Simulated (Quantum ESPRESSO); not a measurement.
The system is BN.

```xyz
2
Lattice="0.0000 1.8130 1.8130 1.8130 0.0000 1.8130 1.8130 1.8130 0.0000" Properties=species:S:1:pos:R:3 pbc="T T T"
N     0.9065    0.9065    0.9065
B     0.0000    0.0000    0.0000
```

The cell is a database's computed one.

| Item | Value |
| --- | --- |
| Program | Quantum ESPRESSO 7.5 |
| Task | phonons |
| Functional | PBE |
| Potentials or basis | PseudoDojo 0.4 SR PBE stringent |
| Cutoff | 1143 eV |
| Density cutoff | 4572 eV |
| k mesh | 8 × 8 × 8, shifted |
| Occupations | fermi-dirac, width 0.05 eV |
| Spin | no spin polarisation |
| Mixing beta | 0.5 |
| Most SCF iterations | 120 |
| SCF threshold | 4e-10 Ry |

The first run showed a gap, so the response started from a second, tighter run with fixed occupations.

**Question.** Where do the zone-centre optical modes lie?

**Answer.** T2 at 1026 cm⁻¹ (IR and Raman). Polar modes are given without the macroscopic field (transverse values).

Optical modes at Γ, degenerate ones joined, polar ones without the macroscopic field:
| cm⁻¹ | components | symmetry | active in | IR intensity, summed ((D/Å)²/amu) |
| --- | --- | --- | --- | --- |
| 1026 | 3 | T2 | IR and Raman | 41.43 |

Zone-centre frequencies without and with the macroscopic field along z (cm⁻¹):
```csv
,optical modes in rising order
without,1026 1026 1026
with the field,1026 1026 1264
```
